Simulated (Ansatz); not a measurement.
# HfO2: straining the crystal, biaxial strain in the a-b plane

One table from this session's results is given with a row withheld; the runs are named, their logs left out.

Method: DFT r2SCAN, scalar-relativistic, plane waves, PAW, in Ansatz 0.2.0.

2 further runs of the same task are left out: 2 set aside as unsound or not needed.

## The starting structure

The structure is tetragonal, space group P4_2/mnm (No. 136). The conventional cell has a = 4.838 Å, b = 4.838 Å, c = 3.220 Å, α = 90.00°, β = 90.00°, γ = 90.00°. Hf (site symmetry mmm) has 6 O at 2.09 Å in its first shell of neighbours. O (site symmetry m2m) is surrounded by 3 Hf at 2.09 Å.

Coordinates:

```cif
data_structure
_symmetry_space_group_name_H-M 'P4_2/mnm'
_symmetry_Int_Tables_number 136
_cell_length_a 4.8382
_cell_length_b 4.8382
_cell_length_c 3.2203
_cell_angle_alpha 90.000
_cell_angle_beta 90.000
_cell_angle_gamma 90.000
_cell_volume 75.38
loop_
_atom_site_label
_atom_site_type_symbol
_atom_site_symmetry_multiplicity
_atom_site_Wyckoff_symbol
_atom_site_fract_x
_atom_site_fract_y
_atom_site_fract_z
_atom_site_occupancy
Hf1 Hf 2 a 0.00000 0.00000 0.00000 1
O1 O 4 f 0.19492 0.80508 0.50000 1
```

It goes back to an entry of the Materials Project, which need not be the stable form.

This cell was relaxed beforehand with the same method: volume 12.56 Å³/atom, gap on the mesh 4.53 eV.

The unstrained cell was computed beforehand with the same settings: E(σ→0) = -33752.6216 eV for 6 atoms, gap 4.53 eV over the zone.

Set-up of the first run:

input.yaml

```yaml
crystal:
  lattice:
    - [4.7414395631, 0.0, 0.0]
    - [0.0, 4.7414395631, 0.0]
    - [0.0, 0.0, 3.2589920896]
  atoms:
    - { symbol: Hf, position: [0.0, 0.0, 0.0] }
    - { symbol: Hf, position: [0.5, 0.5, 0.5] }
    - { symbol: O, position: [0.194919183, 0.805080817, 0.5] }
    - { symbol: O, position: [0.305080817, 0.305080817, 0.0] }
    - { symbol: O, position: [0.694919183, 0.694919183, 0.0] }
    - { symbol: O, position: [0.805080817, 0.194919183, 0.5] }
basis:
  ecutwfc: 500
kpoints:
  mp_grid: { grid: [6, 6, 8] }
hamiltonian:
  xc: r2scan
scf:
  occupations: { method: gaussian, width: 0.02 }
output:
  forces: true
  stress: true
  eigenvalues: true
relax:
  adjacent_minimum: "off"
  f_tol: 0.008
  max_steps: 40
  cell: { stress_tol: 0.015, fix: [a, b, gamma] }
```

On the command line:

```console
> ansatz run input.yaml --threads 1 --pin off --max-ram 2560MiB --backend cpu --events-out ev --progress --plain --runs-dir out
```

Steps of the session up to this table: At -2.0 %; The gap over the whole zone at -2.0 %; At +2.0 %; Seeking the band edges at +2.0 %; At -4.0 %; Band edges over the zone at -4.0 %; The cell strained by +4.0 %; The gap over the whole zone at +4.0 %; Strain -6.0 %; Band edges over the zone at -6.0 %; Strain +6.0 %; Band edges over the zone at +6.0 %.

One table of the session follows, with a row left open; its other results are not shown here.

Lengths are those of the vectors of the cell that was run; stresses in GPa:

```
strain (%)  ΔE (meV/atom)  a (Å)  b (Å)  c (Å)
      -6.0          117.6  4.548  4.548  3.370
      -4.0           51.2  4.645  4.645  3.314
      -2.0           12.5  4.741  4.741  3.264
      +0.0            0.0  4.838  4.838  3.220
      +2.0              ?      ?      ?      ?
      +4.0           45.4  5.032  5.032  3.151
      +6.0           97.6  5.128  5.128  3.125
```

Q: Estimate the row for strain (%) = +2.0 from the others.

Worked estimate for «ΔE (meV/atom)». A straight line through the neighbours (0.0, 0.0) and (4.0, 45.4) gives 0.0 + (45.4 − 0.0) × (2.0 − 0.0) / (4.0 − 0.0) = 22.7; a parabola fitted to 4 rows on both sides gives 11.9.

The run gave: ΔE (meV/atom): 11.8; a (Å): 4.935; b (Å): 4.935; c (Å): 3.183. In «ΔE (meV/atom)» the line misses by +10.9 and the parabola by +0.1.

ΔE is over the unstrained cell. Stress in GPa, positive in compression, on the Cartesian axes of the input.
